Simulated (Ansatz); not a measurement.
WS₂: dependence on the functional

Method: plane-wave DFT with PAW (Ansatz). The atoms stay where they are, in a cell that isn't relaxed at these levels; pressure is positive in compression. Spin–orbit coupling is left out, which matters for the gaps of heavy elements.

```
CELL_PARAMETERS angstrom
3.18295 0.00000 0.00000
-1.59148 2.75652 0.00000
0.00000 0.00000 28.53222
ATOMIC_POSITIONS crystal
W 0.66667 0.33333 0.65929
W 0.33333 0.66667 0.88553
W 0.33333 0.66667 0.43436
S 0.66667 0.33333 0.94019
S 0.66667 0.33333 0.48903
S 0.33333 0.66667 0.71395
S 0.66667 0.33333 0.83085
S 0.66667 0.33333 0.37971
S 0.33333 0.66667 0.60463
```

- occupation rule: Gaussian smearing, 0.02 eV
- spin treatment: unpolarised

| functional | mesh | cutoff (eV) | gap on mesh (eV) | P (GPa) | largest force (eV/Å) |
| --- | --- | --- | --- | --- | --- |
| PBE | 12×12×1 | 420 | 1.34 | 1.2 | 0.266 |
| LDA | 12×12×1 | 420 | 1.30 | -3.8 | 0.400 |
| PBEsol | 12×12×1 | 420 | 1.32 | -1.9 | 0.122 |
| r2SCAN | 12×12×1 | 500 | 1.43 | -0.1 | 0.036 |

Rough cost on one shared core, as a multiple of the first run's: LDA 0.8, PBEsol 0.9, r2SCAN 2.7.

This form isn't the usual stable structure of the compound.